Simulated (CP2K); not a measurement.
# MgO (Fm-3m) in CP2K: further runs

One crystal, MgO, is run at these levels: PBE, LDA, PBEsol; tasks: band structure.

All numbers are computed with CP2K 2026.2; they aren't measurements. Logs are shortened: lines on timing, memory, paths and dates and some standing lists are left out, and cuts for length are marked.

**Experimental background.**

From “Electronic structure of alkaline earth and post-transition metal oxides”, 2009, arxiv:0908.1581, for a bulk crystal of MgO: band gap 7.83 eV.

The results are compared with them further down.

## 1. The structure

The structure is cubic, space group Fm-3m (No. 225). Conventional cell: a = 4.194 Å, b = 4.194 Å, c = 4.194 Å, α = 90.00°, β = 90.00°, γ = 90.00°. Mg (site symmetry m-3m) has 6 O at 2.10 Å as nearest neighbours. O (site symmetry m-3m) has 6 Mg at 2.10 Å as nearest neighbours.

The cell is a database's computed one.

## 2. Band structure, PBE

The input, mgo_bands.inp:

```
&GLOBAL
  PROJECT mgo_bands
  RUN_TYPE ENERGY_FORCE
  PRINT_LEVEL LOW
&END GLOBAL
&FORCE_EVAL
  METHOD QS
  STRESS_TENSOR ANALYTICAL
  &DFT
    BASIS_SET_FILE_NAME BASIS_MOLOPT_UZH
    POTENTIAL_FILE_NAME POTENTIAL_UZH
    &MGRID
      CUTOFF 1400
      REL_CUTOFF 60
      NGRIDS 5
    &END MGRID
    &QS
      METHOD GPW
      EPS_DEFAULT 1.0E-9
    &END QS
    &KPOINTS
      SCHEME MONKHORST-PACK 11 11 11
      GAMMA_CENTERED T
      SYMMETRY T
      SYMMETRY_BACKEND SPGLIB
    &END KPOINTS
    &SCF
      SCF_GUESS ATOMIC
      EPS_SCF 1.0E-6
      MAX_SCF 100
      ADDED_MOS 10
      CHOLESKY OFF
      EPS_EIGVAL 1.0E-7
      &DIAGONALIZATION ON
        ALGORITHM STANDARD
      &END DIAGONALIZATION
      &MIXING ON
        METHOD BROYDEN_MIXING
        ALPHA 0.4
        BETA 1.5
        NBUFFER 8
      &END MIXING
      &SMEAR ON
        METHOD FERMI_DIRAC
        ELECTRONIC_TEMPERATURE [K] 580.226
      &END SMEAR
    &END SCF
    &XC
      &XC_FUNCTIONAL
        &GGA_X_PBE
        &END GGA_X_PBE
        &GGA_C_PBE
        &END GGA_C_PBE
      &END XC_FUNCTIONAL
    &END XC
    &PRINT
      &KPOINTS ON
      &END KPOINTS
      &MULLIKEN ON
      &END MULLIKEN
      &MO ON
        ENERGIES T
        OCCUPATION_NUMBERS T
        &EACH
          QS_SCF 0
        &END EACH
        ADD_LAST NUMERIC
      &END MO
      &BAND_STRUCTURE
        FILE_NAME bands.bs
        ADDED_MOS 4
        &KPOINT_SET
          UNITS B_VECTOR
          NPOINTS 8
          SPECIAL_POINT GAMMA 0.00000000 0.00000000 0.00000000
          SPECIAL_POINT X 0.50000000 0.00000000 0.50000000
          SPECIAL_POINT W 0.50000000 0.25000000 0.75000000
          SPECIAL_POINT K 0.37500000 0.37500000 0.75000000
          SPECIAL_POINT GAMMA 0.00000000 0.00000000 0.00000000
          SPECIAL_POINT L 0.50000000 0.50000000 0.50000000
          SPECIAL_POINT U 0.62500000 0.25000000 0.62500000
          SPECIAL_POINT W 0.50000000 0.25000000 0.75000000
          SPECIAL_POINT L 0.50000000 0.50000000 0.50000000
          SPECIAL_POINT K 0.37500000 0.37500000 0.75000000
        &END KPOINT_SET
        &KPOINT_SET
          UNITS B_VECTOR
          NPOINTS 8
          SPECIAL_POINT U 0.62500000 0.25000000 0.62500000
          SPECIAL_POINT X 0.50000000 0.00000000 0.50000000
        &END KPOINT_SET
      &END BAND_STRUCTURE
    &END PRINT
  &END DFT
  &SUBSYS
    &CELL
      A 2.9656078099 0.0000000000 0.0000000000
      B 1.4828039049 2.5682917010 0.0000000000
      C 1.4828039049 0.8560972337 2.4214086371
      PERIODIC XYZ
    &END CELL
    &COORD
      SCALED
      Mg  0.0000000000 0.0000000000 0.0000000000
      O   0.5000000000 0.5000000000 0.5000000000
    &END COORD
    &KIND Mg
      BASIS_SET TZVP-MOLOPT-PBE-GTH-q10
      POTENTIAL GTH-PBE-q10
    &END KIND
    &KIND O
      BASIS_SET TZVP-MOLOPT-PBE-GTH-q6
      POTENTIAL GTH-PBE-q6
    &END KIND
    &PRINT
      &ATOMIC_COORDINATES ON
      &END ATOMIC_COORDINATES
      &CELL ON
      &END CELL
      &SYMMETRY ON
      &END SYMMETRY
    &END PRINT
  &END SUBSYS
  &PRINT
    &FORCES ON
    &END FORCES
    &STRESS_TENSOR ON
    &END STRESS_TENSOR
  &END PRINT
&END FORCE_EVAL
```

Potentials or basis: POTENTIAL_UZH Mg GTH-PBE-q10, O GTH-PBE-q6; TZVP-MOLOPT-PBE-GTH basis.

Run with:

```bash
> OMP_NUM_THREADS=2 cp2k.psmp -i mgo_bands.inp -o mgo_bands.out
```

mgo_bands.out:

```text

 CP2K| version string:                                       CP2K version 2026.2
 CP2K| Input file name                                             mgo_bands.inp

 GLOBAL| Force Environment number                                              1
 GLOBAL| Basis set file name                                    BASIS_MOLOPT_UZH
 GLOBAL| Potential file name                                       POTENTIAL_UZH
 GLOBAL| MM Potential file name                                     MM_POTENTIAL
 GLOBAL| Coordinate file name                                      __STD_INPUT__
 GLOBAL| Method name                                                        CP2K
 GLOBAL| Project name                                                  mgo_bands
 GLOBAL| Run type                                                   ENERGY_FORCE
 GLOBAL| FFT library                                                       FFTW3
 GLOBAL| Diagonalization library                                       ScaLAPACK
 GLOBAL| Cholesky decomposition library                                ScaLAPACK
 GLOBAL| DGEMM library                                                      BLAS
 GLOBAL| Direct generalized diagonalization requested                          F
 GLOBAL| Matrix multiplication library                                 ScaLAPACK
 GLOBAL| Global print level                                                  LOW
 GLOBAL| Total number of message passing processes                             1
 GLOBAL| Number of threads for this process                                    2
 GLOBAL| CPU model name                                                  UNKNOWN

 CELL| Volume [angstrom^3]:                                            18.442770
 CELL| Vector a [angstrom]:       2.966     0.000     0.000   |a| =     2.965608
 CELL| Vector b [angstrom]:       1.483     2.568     0.000   |b| =     2.965608
 CELL| Vector c [angstrom]:       1.483     0.856     2.421   |c| =     2.965608
 CELL| Angle (b,c), alpha [degree]:                                    60.000000
 CELL| Angle (a,c), beta  [degree]:                                    60.000000
 CELL| Angle (a,b), gamma [degree]:                                    60.000000
 CELL| Numerically orthorhombic:                                              NO
 CELL| Periodicity                                                           XYZ

 CELL_REF| Volume [angstrom^3]:                                        18.442770
 CELL_REF| Vector a [angstrom     2.966     0.000     0.000   |a| =     2.965608
 CELL_REF| Vector b [angstrom     1.483     2.568     0.000   |b| =     2.965608
 CELL_REF| Vector c [angstrom     1.483     0.856     2.421   |c| =     2.965608
 CELL_REF| Angle (b,c), alpha [degree]:                                60.000000
 CELL_REF| Angle (a,c), beta  [degree]:                                60.000000
 CELL_REF| Angle (a,b), gamma [degree]:                                60.000000
 CELL_REF| Numerically orthorhombic:                                          NO
 CELL_REF| Periodicity                                                       XYZ

 GENERATE|  Preliminary Number of Bonds generated:                             0
 GENERATE|  Achieved consistency in connectivity generation.

 *******************************************************************************
 *******************************************************************************
 **            Copyright (C) by CP2K developers group (2000-2026)             **
 *******************************************************************************

 TOTAL NUMBERS AND MAXIMUM NUMBERS

  Total number of            - Atomic kinds:                                   2
                             - Atoms:                                          2
                             - Shell sets:                                     2
                             - Shells:                                        13
                             - Primitive Cartesian functions:                 12
                             - Cartesian basis functions:                     28
                             - Spherical basis functions:                     27

  Maximum angular momentum of- Orbital basis functions:                        2
                             - Local part of the GTH pseudopotential:          2
                             - Non-local part of the GTH pseudopotential:      1

 MODULE QUICKSTEP: ATOMIC COORDINATES IN ANGSTROM

   Atom Kind Element         X             Y             Z       Z(eff)     Mass
      1    1 Mg   12      0.000000      0.000000      0.000000  10.0000  24.3050
[... 49 lines left out ...]
 BRILLOUIN|     5           0.01803       -0.45455       -0.45455       -0.09091
 BRILLOUIN|     6           0.00451       -0.45455       -0.45455        0.00000
[... 32 lines left out ...]
 BRILLOUIN|    39           0.01803       -0.36364       -0.27273       -0.27273
 BRILLOUIN|    40           0.03606       -0.36364       -0.27273       -0.18182
 [... further k-points ...]
 *******************************************************************************

 Extrapolation method: initial_guess

 Number of electrons:                                                         16
 Number of occupied orbitals:                                                  8
 Number of molecular orbitals:                                                18

 Number of orbital functions:                                                 27
 Number of independent orbital functions:                                     27

 SCF WAVEFUNCTION OPTIMIZATION

  Step     Update method      Time    Convergence         Total energy    Change
  ------------------------------------------------------------------------------
     1 NoMix/Diag. 0.40E+00    2.4     1.07987420       -79.7901813312 -7.98E+01
     2 Broy./Diag. 0.40E+00    1.7     0.11659614       -77.9538404905  1.84E+00
     3 Broy./Diag. 0.40E+00    1.7     0.08273362       -79.1332630268 -1.18E+00
     4 Broy./Diag. 0.40E+00    1.7     0.06924061       -79.5215410214 -3.88E-01
     5 Broy./Diag. 0.40E+00    1.7     0.01877621       -79.4771661438  4.44E-02
     6 Broy./Diag. 0.40E+00    1.7     0.00435873       -79.4950500840 -1.79E-02
     7 Broy./Diag. 0.40E+00    1.7     0.00058010       -79.4803018077  1.47E-02
     8 Broy./Diag. 0.40E+00    1.7     0.00146151       -79.4813439843 -1.04E-03
     9 Broy./Diag. 0.40E+00    1.7     0.00093125       -79.4811783208  1.66E-04
    10 Broy./Diag. 0.40E+00    1.7     0.00010917       -79.4804024824  7.76E-04
    11 Broy./Diag. 0.40E+00    1.7     0.00000915       -79.4804678230 -6.53E-05
    12 Broy./Diag. 0.40E+00    1.8     0.00000122       -79.4804956886 -2.79E-05
    13 Broy./Diag. 0.40E+00    1.8     0.00000213       -79.4804945012  1.19E-06
    14 Broy./Diag. 0.40E+00    1.7     0.00000002       -79.4804943973  1.04E-07

  *** SCF run converged in    14 steps ***

  Electronic density on regular grids:        -15.9999998356        0.0000001644
  Core density on regular grids:               15.9999999981       -0.0000000019
  Total charge density on r-space grids:        0.0000001626
  Total charge density g-space grids:           0.0000001626

  Overlap energy of the core charge distribution:               0.00000000000000
  Self energy of the core charge distribution:               -187.94234413925506
  Core Hamiltonian energy:                                     55.40283372001367
  Hartree energy:                                              65.34668760540060
  Exchange-correlation energy:                                -12.28767158346658
  Electronic entropic energy:                                  -0.00000000000000
  Fermi energy:                                                 0.33000642883488

  Total energy:                                               -79.48049439730734
  Total energy (extrapolated to T->0):                        -79.48049439730734

 MO| EIGENVALUES AND OCCUPATION NUMBERS FOR K POINT 1
 MO|
 MO|  Index      Eigenvalue [a.u.]        Eigenvalue [eV]             Occupation
 MO|      1              -2.405053             -65.444809               2.000000
 MO|      2              -1.186192             -32.277928               2.000000
 MO|      3              -1.183293             -32.199029               2.000000
 MO|      4              -1.183293             -32.199029               2.000000
 MO|      5              -0.329537              -8.967149               2.000000
 MO|      6               0.090368               2.459049               2.000000
[... 335 lines left out ...]
 MO|     17               2.016402              54.869081               0.000000
 MO|     18               2.135276              58.103826               0.000000
 MO| Sum:                                                              16.000000
 MO| E(Fermi):            0.330006 a.u.          8.979932 eV
 MO| Band gap:            0.392966 a.u.         10.693151 eV

 [... the levels of further k-points ...]

 !-----------------------------------------------------------------------------!
                     Mulliken Population Analysis

 #  Atom  Element  Kind  Atomic population                           Net charge
       1     Mg       1          8.011395                              1.988605
       2     O        2          7.988605                             -1.988605
 # Total charge                             16.000000                 -0.000000

 !-----------------------------------------------------------------------------!

 KPOINTS| Band Structure Calculation
 KPOINTS| Number of k-point sets                                               2
 KPOINTS| Number of added MOs/bands                                            4
 KPOINTS| Number of k-points in set    1                                      73
 KPOINTS| In units of b-vector [2pi/Bohr]
 KPOINTS| Special point     1       GAMMA     0.000000     0.000000     0.000000
 KPOINTS| Special point     2           X     0.500000     0.000000     0.500000
 KPOINTS| Special point     3           W     0.500000     0.250000     0.750000
 KPOINTS| Special point     4           K     0.375000     0.375000     0.750000
 KPOINTS| Special point     5       GAMMA     0.000000     0.000000     0.000000
 KPOINTS| Special point     6           L     0.500000     0.500000     0.500000
 KPOINTS| Special point     7           U     0.625000     0.250000     0.625000
 KPOINTS| Special point     8           W     0.500000     0.250000     0.750000
 KPOINTS| Special point     9           L     0.500000     0.500000     0.500000
 KPOINTS| Special point    10           K     0.375000     0.375000     0.750000
 KPOINTS| Number of k-points in set    2                                       9
 KPOINTS| In units of b-vector [2pi/Bohr]
 KPOINTS| Special point     1           U     0.625000     0.250000     0.625000
 KPOINTS| Special point     2           X     0.500000     0.000000     0.500000

 ENERGY| Total FORCE_EVAL ( QS ) energy [hartree]            -79.480494309245756

 FORCES| Atomic forces [hartree/bohr]
 FORCES|   Atom     x               y               z               |f|
 FORCES|      1 -6.58619068E-14  1.47255946E-14  2.47692296E-14   7.18898368E-14
 FORCES|      2 -3.90212069E-15  4.92174385E-15 -2.82053587E-16   6.28726194E-15
 FORCES| Sum    -6.97640275E-14  1.96473384E-14  2.44871760E-14
 FORCES| Total atomic force                                       7.65026747E-14

 STRESS| Analytical stress tensor [bar]
 STRESS|                        x                   y                   z
 STRESS|      x        1.09259969886E+05   7.47753592722E+01   5.30547540871E+01
 STRESS|      y        7.47753592722E+01   1.09180117068E+05   3.02796473738E+01
 STRESS|      z        5.30547540871E+01   3.02796473738E+01   1.09154914870E+05
 STRESS| 1/3 Trace                                             1.09198333941E+05
 STRESS| Determinant                                           1.30210974145E+15

 STRESS| Eigenvectors and eigenvalues of the analytical stress tensor [bar]
 STRESS|                        1                   2                   3
 STRESS| Eigenvalues   1.09132605482E+05   1.09135852087E+05   1.09326544254E+05
 STRESS|      x          -0.476725836208     -0.343486148603      0.809166078632
 STRESS|      y           0.205596321569      0.851400347530      0.482542848649
 STRESS|      z           0.854671065176     -0.396402212334      0.335265053962
```

It took 28 s on 2 threads of Arm Neoverse V1, shared host; peak memory 0.41 GiB.

What came out:

- Free energy: -2162.7742 eV
- Pressure: 10.9 GPa
- Band gap on the k mesh: 4.82 eV, direct
- Band gap along the path: 4.82 eV, direct
- Mulliken charges: Mg +1.99; O -1.99 e

Levels at the corners of the path, in eV from the valence-band top:
```csv
point,band 4,band 5,band 6,band 7,band 8,band 9,band 10,band 11,band 12,band 13
Γ,-39.22,-17.33,0.00,0.00,0.00,4.82,24.91,24.91,24.91,39.90
X,-39.25,-15.72,-4.15,-1.37,-1.37,10.16,13.37,19.39,19.39,30.17
W,-39.25,-15.66,-2.99,-2.99,-1.77,12.55,13.44,13.44,15.92,32.80
K,-39.24,-15.70,-3.54,-2.72,-1.13,11.79,13.08,13.20,18.59,29.85
Γ,-39.22,-17.33,0.00,0.00,0.00,4.82,24.91,24.91,24.91,39.90
L,-39.23,-15.96,-4.64,-0.61,-0.61,8.11,13.05,17.13,17.13,26.59
U,-39.24,-15.70,-3.54,-2.72,-1.13,11.79,13.08,13.20,18.59,29.85
W,-39.25,-15.66,-2.99,-2.99,-1.77,12.55,13.44,13.44,15.92,32.80
L,-39.23,-15.96,-4.64,-0.61,-0.61,8.11,13.05,17.13,17.13,26.59
K,-39.24,-15.70,-3.54,-2.72,-1.13,11.79,13.08,13.20,18.59,29.85
U,-39.24,-15.70,-3.54,-2.72,-1.13,11.79,13.08,13.20,18.59,29.85
X,-39.25,-15.72,-4.15,-1.37,-1.37,10.16,13.37,19.39,19.39,30.17
```

Caveat: Mulliken charges move with the basis; the basis of atomic orbitals isn't converged, which shifts pressures, moduli and gaps.

## 3. Band structure, LDA

mgo_bands.inp: that of step 2 with these lines changed.

```diff
@@ -10,3 +10,3 @@
     BASIS_SET_FILE_NAME BASIS_MOLOPT_UZH
-    POTENTIAL_FILE_NAME POTENTIAL_UZH
+    POTENTIAL_FILE_NAME GTH_POTENTIALS
     &MGRID
@@ -18,3 +18,3 @@
       METHOD GPW
-      EPS_DEFAULT 1.0E-9
+      EPS_DEFAULT 1.0E-10
     &END QS
@@ -49,6 +49,6 @@
       &XC_FUNCTIONAL
-        &GGA_X_PBE
-        &END GGA_X_PBE
-        &GGA_C_PBE
-        &END GGA_C_PBE
+        &LDA_X
+        &END LDA_X
+        &LDA_C_PW
+        &END LDA_C_PW
       &END XC_FUNCTIONAL
@@ -70,6 +70,6 @@
         FILE_NAME bands.bs
-        ADDED_MOS 4
+        ADDED_MOS 6
         &KPOINT_SET
           UNITS B_VECTOR
-          NPOINTS 8
+          NPOINTS 6
           SPECIAL_POINT GAMMA 0.00000000 0.00000000 0.00000000
@@ -87,3 +87,3 @@
           UNITS B_VECTOR
-          NPOINTS 8
+          NPOINTS 6
           SPECIAL_POINT U 0.62500000 0.25000000 0.62500000
@@ -96,5 +96,4 @@
     &CELL
-      A 2.9656078099 0.0000000000 0.0000000000
-      B 1.4828039049 2.5682917010 0.0000000000
-      C 1.4828039049 0.8560972337 2.4214086371
+      ABC 2.9656078099 2.9656078098 2.9656078098
+      ALPHA_BETA_GAMMA 59.9999999996 60.0000000004 60.0000000005
       PERIODIC XYZ
@@ -108,3 +107,3 @@
       BASIS_SET TZVP-MOLOPT-PBE-GTH-q10
-      POTENTIAL GTH-PBE-q10
+      POTENTIAL GTH-PADE-q10
     &END KIND
@@ -112,3 +111,3 @@
       BASIS_SET TZVP-MOLOPT-PBE-GTH-q6
-      POTENTIAL GTH-PBE-q6
+      POTENTIAL GTH-PADE-q6
     &END KIND
@@ -119,4 +118,2 @@
       &END CELL
-      &SYMMETRY ON
-      &END SYMMETRY
     &END PRINT
```

Potentials or basis: GTH_POTENTIALS Mg GTH-PADE-q10, O GTH-PADE-q6; TZVP-MOLOPT-PBE-GTH basis.

Run with:

```bash
> OMP_NUM_THREADS=2 cp2k.psmp -i mgo_bands.inp -o mgo_bands.out
```

Wall time 29 s (2 threads of Arm Neoverse V1, shared host); peak memory 0.4 GiB.

The run converged. Its results:

| Quantity | Value |
| --- | --- |
| Free energy | -2158.2031 eV |
| Pressure | 0.3 GPa |
| Band gap on the k mesh | 4.73 eV, direct |
| Band gap along the path | 4.73 eV, direct |
| Mulliken charges | Mg +1.96; O -1.96 e |

Levels at the corners of the path, in eV from the valence-band top:
| point | band 5 | band 6 | band 7 | band 8 | band 9 | band 10 | band 11 | band 12 |
| --- | --- | --- | --- | --- | --- | --- | --- | --- |
| Γ | -17.09 | 0.00 | 0.00 | 0.00 | 4.73 | 24.40 | 24.40 | 24.40 |
| X | -15.40 | -4.21 | -1.39 | -1.39 | 9.85 | 13.17 | 19.04 | 19.04 |
| W | -15.33 | -3.04 | -3.04 | -1.81 | 12.28 | 13.23 | 13.23 | 15.64 |
| K | -15.37 | -3.60 | -2.77 | -1.15 | 11.50 | 12.85 | 13.00 | 18.23 |
| Γ | -17.09 | 0.00 | 0.00 | 0.00 | 4.73 | 24.40 | 24.40 | 24.40 |
| L | -15.65 | -4.73 | -0.61 | -0.61 | 7.93 | 12.83 | 16.75 | 16.75 |
| U | -15.37 | -3.60 | -2.77 | -1.15 | 11.50 | 12.85 | 13.00 | 18.23 |
| W | -15.33 | -3.04 | -3.04 | -1.81 | 12.28 | 13.23 | 13.23 | 15.64 |
| L | -15.65 | -4.73 | -0.61 | -0.61 | 7.93 | 12.83 | 16.75 | 16.75 |
| K | -15.37 | -3.60 | -2.77 | -1.15 | 11.50 | 12.85 | 13.00 | 18.23 |
| U | -15.37 | -3.60 | -2.77 | -1.15 | 11.50 | 12.85 | 13.00 | 18.23 |
| X | -15.40 | -4.21 | -1.39 | -1.39 | 9.85 | 13.17 | 19.04 | 19.04 |

Caveat: Mulliken charges move with the basis; the basis of atomic orbitals isn't converged, which shifts pressures, moduli and gaps.

(Part 1 of 2 ends here.)
